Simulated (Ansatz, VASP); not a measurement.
One calculation of GaAs, two programs

Contents of POSCAR:

```
GaAs
1.0
    0.0000000000      2.8268500000      2.8268500000
    2.8268500000      0.0000000000      2.8268500000
    2.8268500000      2.8268500000      0.0000000000
As Ga
1 1
Direct
    0.7500000000      0.7500000000      0.7500000000
    0.0000000000      0.0000000000      0.0000000000
```

The input INCAR.step1:

```
SYSTEM = GaAs
  PREC = Accurate
  ENCUT = 600
  EDIFF = 1E-5
  ISMEAR = -1
  SIGMA = 0.05
  LREAL = .False.
  LASPH = .True.
  NELM = 80
  ALGO = Normal
  LWAVE = .True.
  LCHARG = .False.
  GGA = PE
```

Contents of INCAR.step2:

```
SYSTEM = GaAs
  PREC = Accurate
  ENCUT = 600
  EDIFF = 1E-6
  ISMEAR = -1
  SIGMA = 0.05
  LREAL = .False.
  LASPH = .True.
  NELM = 80
  ALGO = Normal
  ISIF = 3
  LWAVE = .False.
  LCHARG = .False.
  GGA = PE
  LHFCALC = .True.
  HFSCREEN = 0.3
  PRECFOCK = Fast
  IBRION = 2
  NSW = 40
  EDIFFG = -0.005
  ISTART = 1
```

Contents of KPOINTS:

```
Automatic mesh
0
Gamma
  4 4 4
  0 0 0
```

File input.yaml:

```yaml
crystal:
  lattice:
    - [0.0, 2.82685, 2.82685]
    - [2.82685, 0.0, 2.82685]
    - [2.82685, 2.82685, 0.0]
  atoms:
    - { symbol: As, position: [0.75, 0.75, 0.75] }
    - { symbol: Ga, position: [0.0, 0.0, 0.0] }
hamiltonian:
  xc: { exchange: pbe, correlation: pbe, exx: { coeff: 0.25, omega: 0.3 } }
  pseudopotentials: { kind: paw }
kpoints:
  mp_grid: { grid: [4, 4, 4] }
scf:
  occupations: { method: fermi_dirac, width: 0.05 }
output:
  forces: true
  stress: true
  write_density: true
  write_potential: true
  elf: true
  volumetric_format: npy
relax:
  f_tol: 0.01
  max_steps: 40
  cell: { stress_tol: 0.05 }
```

Alike in both runs: task relaxation of cell and atoms; functional HSE03; k mesh 4 × 4 × 4; occupations fermi-dirac, width 0.05 eV; no spin polarisation.

```csv
,VASP,Ansatz
version,VASP 6.6.1,Ansatz 0.2.0
potentials or method,"VASP PAW PBE potentials, release 64 (As, Ga_d)",Ansatz PAW
plane-wave cutoff (eV),600,420
valence electrons in the cell,18,28
```

Ansatz gave:

* gap on the k mesh at the Fermi level, each at its own relaxed structure (eV): 1.11
* relaxed volume (Å³/atom): 23.11
* relaxed cell length with the largest relative difference (Å): 4.029
* energy change over the relaxation (meV/atom): -3

**Question.** Estimate VASP's values.

**Answer.** gap on the k mesh at the Fermi level, each at its own relaxed structure (eV): 1.12; relaxed volume (Å³/atom): 23.07; relaxed cell length with the largest relative difference (Å): 4.026; energy change over the relaxation (meV/atom): -2.

The two sets of potentials don't hold the same shells in valence.

Caveats: the k mesh is coarse (spacing up to 0.48 Å⁻¹), so the values aren't converged, least of all with exact exchange; the PAW data sets were made with another functional, which shifts forces and pressure a little (VASP); the plane-wave basis is chosen anew once the cell has moved, so the energies of steps on either side of that aren't comparable (Ansatz); the PAW data sets come from PBE, with cores solved anew for the run's functional, which leaves a small shift of forces and pressure (Ansatz). Zero-point motion and thermal expansion aren't in these numbers. A k mesh can miss the band edges.
